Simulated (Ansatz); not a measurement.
Zone-centre phonons of MgO at -1 GPa: input and output

Computed with Ansatz, DFT PBEsol, scalar-relativistic, plane waves, PAW.

Launched with:
```bash
ansatz run input.yaml --threads 1 --pin off --max-ram 3072MiB --backend cpu --events-out ev --progress --plain --runs-dir out
```

Input (bare energies are in eV):
```yaml
crystal:
  lattice:
    - [0.0, 2.1115737227, 2.1115737227]
    - [2.1115737227, 0.0, 2.1115737227]
    - [2.1115737227, 2.1115737227, 0.0]
  atoms:
    - { symbol: Mg, position: [0.0, 0.0, 0.0] }
    - { symbol: O, position: [0.5, 0.5, 0.5] }
basis:
  ecutwfc: 420
kpoints:
  mp_grid: { grid: [10, 10, 10] }
hamiltonian:
  xc: pbesol
scf:
  occupations: { method: fixed }
output:
  eigenvalues: true
phonons:
  method: dfpt
  dielectric: true
  rigid_motions: translations
  eigenvectors: true
```

The end of the output:
```
--- Phonons (Γ-DFPT): 2 representative perturbations + reference, on 102 of 1000 k-points (Σ response iterations 6) ---
  k mesh reduced under 8 symmetry operations, with k and −k counted as one. Each operation leaves every solved perturbation unchanged. A smaller set is not considered because the run solves the response ...
  ASR residual: 2.784e-4 → 0.000e0 eV/Å²; symmetrization residual: 2.794e-7 eV/Å²
  ASR residual per site (eV/Å²): 1.58e-4 2.78e-4
  Γ frequencies (cm⁻¹): 0.00 0.00 0.00 381.59 381.59 381.59
  ε∞ (high-frequency dielectric tensor):
        3.253110     0.000000     0.000000
        0.000000     3.253110    -0.000000
       -0.000000     0.000000     3.253110
  ε⁰ (static dielectric tensor: ions relaxed, cell fixed):
       10.568081     0.000000    -0.000000
        0.000000    10.568081    -0.000000
       -0.000000     0.000000    10.568081
  ε⁰ − ε∞ (ionic part):
        7.314971     0.000000    -0.000000
        0.000000     7.314971     0.000000
       -0.000000     0.000000     7.314971
  softest optical mode at Γ: 381.59 cm⁻¹; the repairs (sum rule, projections) moved no ω² at Γ by more than (2.18 cm⁻¹)²
  Born effective charges Z* (e; rows j = field, columns β = displacement):
    site 0:
         1.98305    0.00000   -0.00000
         0.00000    1.98305    0.00000
         0.00000   -0.00000    1.98305
    site 1:
        -1.98305   -0.00000    0.00000
        -0.00000   -1.98305   -0.00000
         0.00000    0.00000   -1.98305
  Z* charge neutrality: 2.164e-6 e pre-enforcement
  k-mesh period / interband length: 29.9 Å / 1.45 Å = 20.54 at k = (0.0000, 0.0000, 0.0000), direct gap 4.558 eV — 14 or more, which is no proof of convergence
  optical modes at Γ without the LO–TO term, one row a degenerate level:
      ω (cm⁻¹) modes IR ((D/Å)²/amu)
        381.59      3            28.2104
  optical modes at Γ + LO–TO along q̂ = [1.0000, 0.0000, 0.0000]:
      ω (cm⁻¹) modes IR ((D/Å)²/amu)
        381.59      2            18.8069
        687.77      1             9.4035
  optical modes at Γ + LO–TO along q̂ = [0.0000, 1.0000, 0.0000]:
      ω (cm⁻¹) modes IR ((D/Å)²/amu)
        381.59      2            18.8069
        687.77      1             9.4035
  optical modes at Γ + LO–TO along q̂ = [0.0000, 0.0000, 1.0000]:
      ω (cm⁻¹) modes IR ((D/Å)²/amu)
        381.59      2            18.8069
        687.77      1             9.4035
```

The run took 8.7 s on 1 thread of Intel(R) Xeon(R) Processor @ 2.70GHz (shared host), peak memory 0.39 GiB.